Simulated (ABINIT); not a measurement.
Crystal: Si.

```
CELL_PARAMETERS angstrom
3.90575 0.00000 0.00000
-1.95287 3.38248 0.00000
0.00000 0.00000 4.11666
ATOMIC_POSITIONS crystal
Si 0.00000 0.50000 0.33333
Si 0.50000 0.50000 0.66667
Si 0.50000 0.00000 0.00000
```

The cell was built by a generator and needn't be a form met in nature.

```yaml
Program: ABINIT 10.8.3 (patched build)
Task: single point
Functional: PBE
Potentials_or_basis: JTH PAW PBE v2.0
Cutoff: 408 eV
k_mesh: 8 × 8 × 7
Occupations: fermi-dirac, width 0.05 eV
Spin: no spin polarisation
```

On this cell: pressure -0.1 GPa; largest force under 0.003 eV/Å; band gap on the k mesh 0.11 eV, indirect (least direct gap 1.50 eV).

The same run follows on a disturbed copy (atoms moved at random, drawn with an rms of 0.05 Å):

```
CELL_PARAMETERS angstrom
3.90575 0.00000 0.00000
-1.95287 3.38248 0.00000
0.00000 0.00000 4.11666
ATOMIC_POSITIONS crystal
Si 0.99047 0.48421 0.33121
Si 0.49941 0.49666 0.65280
Si 0.49685 0.00525 0.00587
```

Question: What does the disturbed cell give?

Answer: The energy moves by +16.7 meV/atom; pressure 0.1 GPa; largest force 0.973 eV/Å; band gap on the k mesh none (metal or under the smearing width).

Forces on the atoms (eV/Å):
```
Si   0.343  0.490 -0.058
Si  -0.245  0.209  0.729
Si  -0.098 -0.698 -0.671
```

Stress tensor (GPa, compression positive):
```
 0.98  1.15  0.83
 1.15 -0.68  0.66
 0.83  0.66 -0.01
```

Caveats: an odd mesh through Γ misses points on the zone boundary, where band edges often lie (some runs).
